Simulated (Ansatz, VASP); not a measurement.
**Al2Au in VASP and in Ansatz**

```
Au Al
1.0
     0.00000    3.05884    3.05884
     3.05884    0.00000    3.05884
     3.05884    3.05884    0.00000
Au Al
1 2
Direct
  0.00000 0.00000 0.00000
  0.75000 0.75000 0.75000
  0.25000 0.25000 0.25000
```

Change from the starting cell: volume scaled by 1.06.

Alike in both runs: task single point; functional PBE; k mesh 8 × 8 × 8; occupations fermi-dirac, width 0.05 eV; no spin polarisation.

|  | VASP | Ansatz |
| --- | --- | --- |
| version | VASP 6.6.1 | Ansatz 0.2.0 |
| potentials or method | VASP PAW PBE potentials, release 64 (Au, Al) | Ansatz PAW |
| plane-wave cutoff (eV) | 520 | 420 |
| valence electrons in the cell | 17 | 25 |

Ansatz gave:

| Property | Result |
| --- | --- |
| gap on the k mesh at the Fermi level (eV) | none |
| pressure (GPa) | -2.8 |

What did VASP give for the same quantities?

gap on the k mesh at the Fermi level (eV): none; pressure (GPa): -3.0.

A gap of «none» marks a metal or a gap that the smearing closes. The two sets of potentials don't hold the same shells in valence.

Spin-orbit coupling is left out, which matters for the levels of Au.
